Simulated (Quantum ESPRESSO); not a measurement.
# W (Im-3m) in Quantum ESPRESSO: reference runs

Aim: a first look at W with PBE, on the cell as given and on a disturbed one, and energy against volume gives the equilibrium volume and stiffness.

All numbers are computed with Quantum ESPRESSO 7.5; they aren't measurements. Logs are shortened: lines on timing, memory, paths and dates and some standing lists are left out, and cuts for length are marked.

## 1. Starting point

The structure is cubic, space group Im-3m (No. 229). The conventional cell has a = 3.165 Å, b = 3.165 Å, c = 3.165 Å, α = 90.00°, β = 90.00°, γ = 90.00°. Around W (site symmetry m-3m) lie 8 W at 2.74 Å.

## 2. Single point, PBE

The input, pw.in:

```
&CONTROL
  calculation = 'scf'
  prefix = 'pwscf'
  outdir = './tmp'
  pseudo_dir = './pseudo'
  tprnfor = .true.
  tstress = .true.
  disk_io = 'nowf'
/
&SYSTEM
  ibrav = 0
  nat = 1
  ntyp = 1
  ecutwfc = 55
  ecutrho = 440
  nbnd = 13
  occupations = 'smearing'
  smearing = 'fd'
  degauss = 0.00367493
/
&ELECTRONS
  conv_thr = 2d-10
  electron_maxstep = 120
  mixing_beta = 0.5
/
ATOMIC_SPECIES
W    183.8400 W_pbe_v1.2.uspp.F.UPF
CELL_PARAMETERS angstrom
  -1.5823450000    1.5823450000    1.5823450000
   1.5823450000   -1.5823450000    1.5823450000
   1.5823450000    1.5823450000   -1.5823450000
ATOMIC_POSITIONS crystal
W      0.0000000000    0.0000000000    0.0000000000
K_POINTS automatic
12 12 12 0 0 0
```

Potentials or basis: SSSP 1.3 efficiency PBE.

The run is started by

```bash
$ OMP_NUM_THREADS=1 pw.x -in pw.in > pw.out
```

pw.out:

```text
This program is part of the open-source Quantum ESPRESSO suite
     for quantum simulation of materials; please cite
[... 6 lines left out ...]
     using ibrav=0 with symmetry is DISCOURAGED, use correct ibrav instead

     Subspace diagonalization in iterative solution of the eigenvalue problem:
     a serial algorithm will be used

     G-vector sticks info
     --------------------
     sticks:   dense  smooth     PW     G-vecs:    dense   smooth      PW
     Sum         887     449    173                16727     5895    1433

     Using Slab Decomposition

     bravais-lattice index     =            0
     lattice parameter (alat)  =       5.1792  a.u.
     unit-cell volume          =     106.9449 (a.u.)^3
     number of atoms/cell      =            1
     number of atomic types    =            1
     number of electrons       =        14.00
     number of Kohn-Sham states=           13
     kinetic-energy cutoff     =      55.0000  Ry
     charge density cutoff     =     440.0000  Ry
     scf convergence threshold =      2.0E-10
     mixing beta               =       0.5000
     number of iterations used =            8  plain     mixing
     Exchange-correlation= SLA  PW   PBE  PBE
                           (   1   4   3   4   0   0   0)

     celldm(1)=   5.179176  celldm(2)=   0.000000  celldm(3)=   0.000000
     celldm(4)=   0.000000  celldm(5)=   0.000000  celldm(6)=   0.000000

     crystal axes: (cart. coord. in units of alat)
               a(1) = (  -0.577350   0.577350   0.577350 )
               a(2) = (   0.577350  -0.577350   0.577350 )
               a(3) = (   0.577350   0.577350  -0.577350 )

     reciprocal axes: (cart. coord. in units 2 pi/alat)
               b(1) = (  0.000000  0.866025  0.866025 )
               b(2) = (  0.866025  0.000000  0.866025 )
               b(3) = (  0.866025  0.866025  0.000000 )

     PseudoPot. # 1 for W  read from file:
     W_pbe_v1.2.uspp.F.UPF
     Pseudo is Ultrasoft + core correction, Zval = 14.0
     Generated by new atomic code, or converted to UPF format
     Using radial grid of  923 points,  8 beta functions with:
                l(1) =   0
                l(2) =   0
                l(3) =   0
                l(4) =   1
                l(5) =   1
                l(6) =   2
                l(7) =   2
                l(8) =   3
     Q(r) pseudized with  6 coefficients,  rinner =    1.350   1.350   1.350
                                                       1.350   1.350   1.350
                                                       1.350

     atomic species   valence    mass     pseudopotential
     W                14.00   183.84000     W ( 1.00)

     48 Sym. Ops., with inversion, found

   Cartesian axes

     site n.     atom                  positions (alat units)
         1        W      tau(   1) = (   0.0000000   0.0000000   0.0000000  )

     number of k points=    72  Fermi-Dirac smearing, width (Ry)=  0.0037
                       cart. coord. in units 2pi/alat
        k(    1) = (   0.0000000   0.0000000   0.0000000), wk =   0.0011574
        k(    2) = (   0.0721688   0.0721688   0.0000000), wk =   0.0138889
        k(    3) = (   0.1443376   0.1443376   0.0000000), wk =   0.0138889
        k(    4) = (   0.2165064   0.2165064   0.0000000), wk =   0.0138889
        k(    5) = (   0.2886751   0.2886751   0.0000000), wk =   0.0138889
        k(    6) = (   0.3608439   0.3608439   0.0000000), wk =   0.0138889
[... 64 lines left out ...]
        k(   71) = (  -0.8660254  -0.0721688  -0.0721688), wk =   0.0138889
        k(   72) = (  -0.8660254  -0.8660254  -0.8660254), wk =   0.0011574

     Dense  grid:    16727 G-vectors     FFT dimensions: (  36,  36,  36)

     Smooth grid:     5895 G-vectors     FFT dimensions: (  25,  25,  25)

     Initial potential from superposition of free atoms

     starting charge      13.8997, renormalised to      14.0000

     negative rho (up, down):  6.256E-02 0.000E+00
     Starting wfcs are   13 randomized atomic wfcs

     Self-consistent Calculation

     iteration #  1     ecut=    55.00 Ry     beta= 0.50
     Davidson diagonalization with overlap
     ethr =  1.00E-02,  avg # of iterations =  3.4

     Threshold (ethr) on eigenvalues was too large:
     Diagonalizing with lowered threshold

     Davidson diagonalization with overlap
     ethr =  3.94E-04,  avg # of iterations =  1.1

     negative rho (up, down):  6.461E-02 0.000E+00

     total energy              =    -159.13679871 Ry
     estimated scf accuracy    <       0.05636150 Ry

     iteration #  2     ecut=    55.00 Ry     beta= 0.50
     Davidson diagonalization with overlap
     ethr =  4.03E-04,  avg # of iterations =  1.8

     negative rho (up, down):  6.668E-02 0.000E+00

     total energy              =    -159.14233025 Ry
     estimated scf accuracy    <       0.00333882 Ry

     iteration #  3     ecut=    55.00 Ry     beta= 0.50
     Davidson diagonalization with overlap
     ethr =  2.38E-05,  avg # of iterations =  2.0
[... 42 lines left out ...]
     iteration #  8     ecut=    55.00 Ry     beta= 0.50
     Davidson diagonalization with overlap
     ethr =  1.00E-11,  avg # of iterations =  3.9

     negative rho (up, down):  6.755E-02 0.000E+00

     total energy              =    -159.14270918 Ry
     estimated scf accuracy    <          5.5E-10 Ry

     iteration #  9     ecut=    55.00 Ry     beta= 0.50
     Davidson diagonalization with overlap
     ethr =  3.93E-12,  avg # of iterations =  1.9

     negative rho (up, down):  6.755E-02 0.000E+00

     End of self-consistent calculation

          k = 0.0000 0.0000 0.0000 (   683 PWs)   bands (ev):

   -51.5098 -15.0750 -15.0750 -15.0750  13.0342  21.4476  21.4476  21.4476
    24.9369  24.9369  37.1836  37.1836  37.1836

          k = 0.0722 0.0722 0.0000 (   712 PWs)   bands (ev):

   -51.5009 -15.1682 -15.1041 -15.0755  13.3678  21.2474  21.3964  21.7729
    24.6363  24.9414  37.4582  37.7465  37.9752

          k = 0.1443 0.1443 0.0000 (   724 PWs)   bands (ev):

   -51.4765 -15.4171 -15.1828 -15.0768  14.2803  20.7439  21.1446  22.7241
    24.2405  24.9871  37.9192  39.3305  39.5090

          k = 0.2165 0.2165 0.0000 (   734 PWs)   bands (ev):

   -51.4430 -15.7448 -15.2883 -15.0786  15.4532  20.1359  20.8282  24.2203
    24.3137  25.1325  37.4140  39.1739  41.7080
[... 328 lines left out ...]
   -51.2893 -15.9750 -15.9143 -15.9143  17.1957  17.3489  25.8371  25.8371
    27.2059  29.0931  33.6566  33.6566  40.4435

          k =-0.8660-0.0722-0.0722 (   728 PWs)   bands (ev):

   -51.2825 -16.0029 -15.9451 -15.9197  17.0387  17.0944  26.3099  26.4260
    27.9069  30.8715  31.5849  32.4147  40.0564

          k =-0.8660-0.8660-0.8660 (   736 PWs)   bands (ev):

   -51.2758 -15.9761 -15.9761 -15.9761  16.8438  16.8438  27.8456  27.8456
    27.8456  30.9183  30.9183  30.9183  38.8127

     the Fermi energy is    22.5935 ev

!    total energy              =    -159.14270918 Ry
     estimated scf accuracy    <          9.9E-12 Ry
     smearing contrib. (-TS)   =      -0.00034928 Ry
     internal energy E=F+TS    =    -159.14235990 Ry

     The total energy is F=E-TS. E is the sum of the following terms:
     one-electron contribution =     -14.25166361 Ry
     hartree contribution      =      15.64586263 Ry
     xc contribution           =     -41.26526103 Ry
     ewald contribution        =    -119.27129788 Ry

     convergence has been achieved in   9 iterations

     negative rho (up, down):  6.755E-02 0.000E+00

     Forces acting on atoms (cartesian axes, Ry/au):

     atom    1 type  1   force =     0.00000000    0.00000000    0.00000000

     Total force =     0.000000     Total SCF correction =     0.000000

     Computing stress (Cartesian axis) and pressure

     negative rho (up, down):  6.755E-02 0.000E+00
          total   stress  (Ry/bohr**3)                   (kbar)     P=       60.80
   0.00041328   0.00000000  -0.00000000           60.80        0.00       -0.00
  -0.00000000   0.00041328  -0.00000000           -0.00       60.80       -0.00
  -0.00000000   0.00000000   0.00041328           -0.00        0.00       60.80

=------------------------------------------------------------------------------=
   JOB DONE.
=------------------------------------------------------------------------------=
```

It took 6.7 s on 1 thread of AMD EPYC 9R45 (Zen 5), shared host; peak memory 0.17 GiB.

Results:

```
Free energy            : -2165.2469 eV
Pressure               : 6.1 GPa
Band gap on the k mesh : none (metal or under the smearing width)
```

## 3. Single point, PBE (cell strained at random at fixed volume)

pw.in, as its differences from that of step 2:

```diff
@@ -28,7 +28,7 @@
 CELL_PARAMETERS angstrom
-  -1.5823450000    1.5823450000    1.5823450000
-   1.5823450000   -1.5823450000    1.5823450000
-   1.5823450000    1.5823450000   -1.5823450000
+  -1.5448010000    1.6150760000    1.6310250000
+   1.5711460000   -1.5452470000    1.5875410000
+   1.5456960000    1.5461430000   -1.5611960000
 ATOMIC_POSITIONS crystal
-W      0.0000000000    0.0000000000    0.0000000000
+W      0.0109310000    0.0077030000    0.0229730000
 K_POINTS automatic
```

Potentials or basis: SSSP 1.3 efficiency PBE.

The run is started by

```bash
$ OMP_NUM_THREADS=1 pw.x -in pw.in > pw.out
```

pw.out:

```text
This program is part of the open-source Quantum ESPRESSO suite
     for quantum simulation of materials; please cite
         "P. Giannozzi et al., J. Phys.:Condens. Matter 21 395502 (2009);
         "P. Giannozzi et al., J. Phys.:Condens. Matter 29 465901 (2017);
         "P. Giannozzi et al., J. Chem. Phys. 152 154105 (2020);
     in publications or presentations arising from this work. More details at

     Subspace diagonalization in iterative solution of the eigenvalue problem:
     a serial algorithm will be used

     G-vector sticks info
     --------------------
     sticks:   dense  smooth     PW     G-vecs:    dense   smooth      PW
     Sum         893     449    171                16659     5875    1427

     Using Slab Decomposition

     bravais-lattice index     =            0
     lattice parameter (alat)  =       5.2285  a.u.
     unit-cell volume          =     106.9449 (a.u.)^3
     number of atoms/cell      =            1
     number of atomic types    =            1
     number of electrons       =        14.00
     number of Kohn-Sham states=           13
     kinetic-energy cutoff     =      55.0000  Ry
     charge density cutoff     =     440.0000  Ry
     scf convergence threshold =      2.0E-10
     mixing beta               =       0.5000
     number of iterations used =            8  plain     mixing
     Exchange-correlation= SLA  PW   PBE  PBE
                           (   1   4   3   4   0   0   0)

     celldm(1)=   5.228474  celldm(2)=   0.000000  celldm(3)=   0.000000
     celldm(4)=   0.000000  celldm(5)=   0.000000  celldm(6)=   0.000000

     crystal axes: (cart. coord. in units of alat)
               a(1) = (  -0.558337   0.583737   0.589501 )
               a(2) = (   0.567859  -0.558498   0.573785 )
               a(3) = (   0.558661   0.558822  -0.564263 )

     reciprocal axes: (cart. coord. in units 2 pi/alat)
               b(1) = ( -0.007356  0.856651  0.841109 )
[... 37 lines left out ...]

     Initial potential from superposition of free atoms

     starting charge      13.8997, renormalised to      14.0000

     negative rho (up, down):  6.350E-02 0.000E+00
     Starting wfcs are   13 randomized atomic wfcs

     Self-consistent Calculation

     iteration #  1     ecut=    55.00 Ry     beta= 0.50
     Davidson diagonalization with overlap
     ethr =  1.00E-02,  avg # of iterations =  3.4

     Threshold (ethr) on eigenvalues was too large:
     Diagonalizing with lowered threshold

     Davidson diagonalization with overlap
     ethr =  3.93E-04,  avg # of iterations =  1.1

     negative rho (up, down):  6.536E-02 0.000E+00
[... 58 lines left out ...]
     iteration #  8     ecut=    55.00 Ry     beta= 0.50
     Davidson diagonalization with overlap
     ethr =  4.92E-12,  avg # of iterations =  3.0

     negative rho (up, down):  6.812E-02 0.000E+00

     End of self-consistent calculation

     Number of k-points >= 100: set verbosity='high' to print the bands.

     the Fermi energy is    22.6358 ev

!    total energy              =    -159.14096367 Ry
     estimated scf accuracy    <          5.5E-11 Ry
     smearing contrib. (-TS)   =      -0.00030804 Ry
     internal energy E=F+TS    =    -159.14065562 Ry

     The total energy is F=E-TS. E is the sum of the following terms:
     one-electron contribution =     -14.31229454 Ry
     hartree contribution      =      15.68114821 Ry
     xc contribution           =     -41.26804230 Ry
     ewald contribution        =    -119.24146699 Ry

     convergence has been achieved in   8 iterations

     negative rho (up, down):  6.812E-02 0.000E+00

     Forces acting on atoms (cartesian axes, Ry/au):

     atom    1 type  1   force =     0.00000000    0.00000000    0.00000000

     Total force =     0.000000     Total SCF correction =     0.000000

     Computing stress (Cartesian axis) and pressure

     negative rho (up, down):  6.812E-02 0.000E+00
          total   stress  (Ry/bohr**3)                   (kbar)     P=       63.11
   0.00081456   0.00004231  -0.00015034          119.83        6.22      -22.12
   0.00004231   0.00042259  -0.00043340            6.22       62.17      -63.76
  -0.00015034  -0.00043340   0.00004996          -22.12      -63.76        7.35

=------------------------------------------------------------------------------=
   JOB DONE.
=------------------------------------------------------------------------------=
```

It took 38 s on 1 thread of AMD EPYC 9R45 (Zen 5), shared host; peak memory 0.29 GiB.

Results:

```
Free energy            : -2165.2231 eV
Pressure               : 6.3 GPa
Band gap on the k mesh : none (metal or under the smearing width)
```

Spin-orbit coupling is left out, which matters for the levels of W.

## 4. Single point, PBE, 14.90 Å³/atom

pw.in, as its differences from that of step 3:

```diff
@@ -28,7 +28,7 @@
 CELL_PARAMETERS angstrom
-  -1.5448010000    1.6150760000    1.6310250000
-   1.5711460000   -1.5452470000    1.5875410000
-   1.5456960000    1.5461430000   -1.5611960000
+  -1.5500431812    1.5500431812    1.5500431812
+   1.5500431812   -1.5500431812    1.5500431812
+   1.5500431812    1.5500431812   -1.5500431812
 ATOMIC_POSITIONS crystal
-W      0.0109310000    0.0077030000    0.0229730000
+W      0.0000000000    0.0000000000    0.0000000000
 K_POINTS automatic
```

The run is started by

```bash
$ OMP_NUM_THREADS=1 pw.x -in pw.in > pw.out
```

It took 6.5 s on 1 thread of AMD EPYC 9R45 (Zen 5), shared host; peak memory 0.16 GiB.

It converged, with:

```yaml
Free_energy: -2165.1463 eV
Pressure: 28.8 GPa
Band_gap_on_the_k_mesh: none (metal or under the smearing width)
```

## 5. Single point, PBE, 15.21 Å³/atom

pw.in, as its differences from that of step 4:

```diff
@@ -28,5 +28,5 @@
 CELL_PARAMETERS angstrom
-  -1.5500431812    1.5500431812    1.5500431812
-   1.5500431812   -1.5500431812    1.5500431812
-   1.5500431812    1.5500431812   -1.5500431812
+  -1.5609593379    1.5609593379    1.5609593379
+   1.5609593379   -1.5609593379    1.5609593379
+   1.5609593379    1.5609593379   -1.5609593379
 ATOMIC_POSITIONS crystal
```

The run is started by

```bash
$ OMP_NUM_THREADS=1 pw.x -in pw.in > pw.out
```

It took 5.9 s on 1 thread of AMD EPYC 9R45 (Zen 5), shared host; peak memory 0.17 GiB.

The run converged. Its results:

```yaml
Free_energy: -2165.1950 eV
Pressure: 20.5 GPa
Band_gap_on_the_k_mesh: none (metal or under the smearing width)
```

## 6. Single point, PBE, 15.53 Å³/atom

pw.in, as its differences from that of step 5:

```diff
@@ -28,5 +28,5 @@
 CELL_PARAMETERS angstrom
-  -1.5609593379    1.5609593379    1.5609593379
-   1.5609593379   -1.5609593379    1.5609593379
-   1.5609593379    1.5609593379   -1.5609593379
+  -1.5717249149    1.5717249149    1.5717249149
+   1.5717249149   -1.5717249149    1.5717249149
+   1.5717249149    1.5717249149   -1.5717249149
 ATOMIC_POSITIONS crystal
```

Potentials or basis: SSSP 1.3 efficiency PBE.

The run is started by

```bash
$ OMP_NUM_THREADS=1 pw.x -in pw.in > pw.out
```

It took 6.6 s on 1 thread of AMD EPYC 9R45 (Zen 5), shared host; peak memory 0.17 GiB.

It converged, with:

```
Free energy            : -2165.2280 eV
Pressure               : 12.9 GPa
Band gap on the k mesh : none (metal or under the smearing width)
```

## 7. Single point, PBE, 15.85 Å³/atom

pw.in, as its differences from that of step 6:

```diff
@@ -28,5 +28,5 @@
 CELL_PARAMETERS angstrom
-  -1.5717249149    1.5717249149    1.5717249149
-   1.5717249149   -1.5717249149    1.5717249149
-   1.5717249149    1.5717249149   -1.5717249149
+  -1.5823450000    1.5823450000    1.5823450000
+   1.5823450000   -1.5823450000    1.5823450000
+   1.5823450000    1.5823450000   -1.5823450000
 ATOMIC_POSITIONS crystal
```

The run is started by

```bash
$ OMP_NUM_THREADS=1 pw.x -in pw.in > pw.out
```

It took 6.6 s on 1 thread of AMD EPYC 9R45 (Zen 5), shared host; peak memory 0.17 GiB.

It converged, with:

- Free energy: -2165.2469 eV
- Pressure: 6.1 GPa
- Band gap on the k mesh: none (metal or under the smearing width)

## 8. Single point, PBE, 16.16 Å³/atom

pw.in, as its differences from that of step 7:

```diff
@@ -28,5 +28,5 @@
 CELL_PARAMETERS angstrom
-  -1.5823450000    1.5823450000    1.5823450000
-   1.5823450000   -1.5823450000    1.5823450000
-   1.5823450000    1.5823450000   -1.5823450000
+  -1.5928244114    1.5928244114    1.5928244114
+   1.5928244114   -1.5928244114    1.5928244114
+   1.5928244114    1.5928244114   -1.5928244114
 ATOMIC_POSITIONS crystal
```

The run is started by

```bash
$ OMP_NUM_THREADS=1 pw.x -in pw.in > pw.out
```

Run time: 6.6 s. Hardware: 1 thread of AMD EPYC 9R45 (Zen 5), shared host; peak memory 0.17 GiB.

The run converged. Its results:

- Free energy: -2165.2528 eV
- Pressure: -0.2 GPa
- Band gap on the k mesh: none (metal or under the smearing width)

## 9. Single point, PBE, 16.48 Å³/atom

pw.in, as its differences from that of step 8:

```diff
@@ -28,5 +28,5 @@
 CELL_PARAMETERS angstrom
-  -1.5928244114    1.5928244114    1.5928244114
-   1.5928244114   -1.5928244114    1.5928244114
-   1.5928244114    1.5928244114   -1.5928244114
+  -1.6031677168    1.6031677168    1.6031677168
+   1.6031677168   -1.6031677168    1.6031677168
+   1.6031677168    1.6031677168   -1.6031677168
 ATOMIC_POSITIONS crystal
```

Potentials or basis: SSSP 1.3 efficiency PBE.

The run is started by

```bash
$ OMP_NUM_THREADS=1 pw.x -in pw.in > pw.out
```

Wall time 6.8 s (1 thread of AMD EPYC 9R45 (Zen 5), shared host); peak memory 0.18 GiB.

Results (log left out):

```
Free energy            : -2165.2469 eV
Pressure               : -5.8 GPa
Band gap on the k mesh : none (metal or under the smearing width)
```

## 10. Single point, PBE, 16.80 Å³/atom

pw.in, as its differences from that of step 9:

```diff
@@ -28,5 +28,5 @@
 CELL_PARAMETERS angstrom
-  -1.6031677168    1.6031677168    1.6031677168
-   1.6031677168   -1.6031677168    1.6031677168
-   1.6031677168    1.6031677168   -1.6031677168
+  -1.6133792515    1.6133792515    1.6133792515
+   1.6133792515   -1.6133792515    1.6133792515
+   1.6133792515    1.6133792515   -1.6133792515
 ATOMIC_POSITIONS crystal
```

The run is started by

```bash
$ OMP_NUM_THREADS=1 pw.x -in pw.in > pw.out
```

Wall time 5.8 s (1 thread of AMD EPYC 9R45 (Zen 5), shared host); peak memory 0.18 GiB.

The run converged. Its results:

| Item | Value |
| --- | --- |
| Free energy | -2165.2304 eV |
| Pressure | -10.9 GPa |
| Band gap on the k mesh | none (metal or under the smearing width) |

## 11. Equation of state, PBE

No new run: the results of the series are fitted here.

What came out:

```yaml
Equilibrium_volume: 16.16 Å³/atom
Bulk_modulus: 303 GPa
Pressure_derivative_of_the_bulk_modulus: 3.8
```

Energy against volume, from the lowest point:
| volume (Å³/atom) | energy (meV/atom) |
| --- | --- |
| 14.897 | 106.48 |
| 15.214 | 57.77 |
| 15.531 | 24.72 |
| 15.848 | 5.89 |
| 16.165 | 0.00 |
| 16.482 | 5.87 |
| 16.798 | 22.40 |

## 12. The runs side by side

| task | cell | gap on the mesh (eV) | pressure (GPa) |
| --- | --- | --- | --- |
| single point | as given | none | 6.1 |
| single point | cell strained at random at fixed volume | none | 6.3 |
| equation of state | as given | - | - |

Alike in all rows: level PBE; potentials or basis SSSP 1.3 efficiency PBE; no spin polarisation; k mesh 12 × 12 × 12; cutoff (eV) 748; smearing fermi-dirac 0.05 eV.

Absolute energies hang on the potentials; compare differences alone.
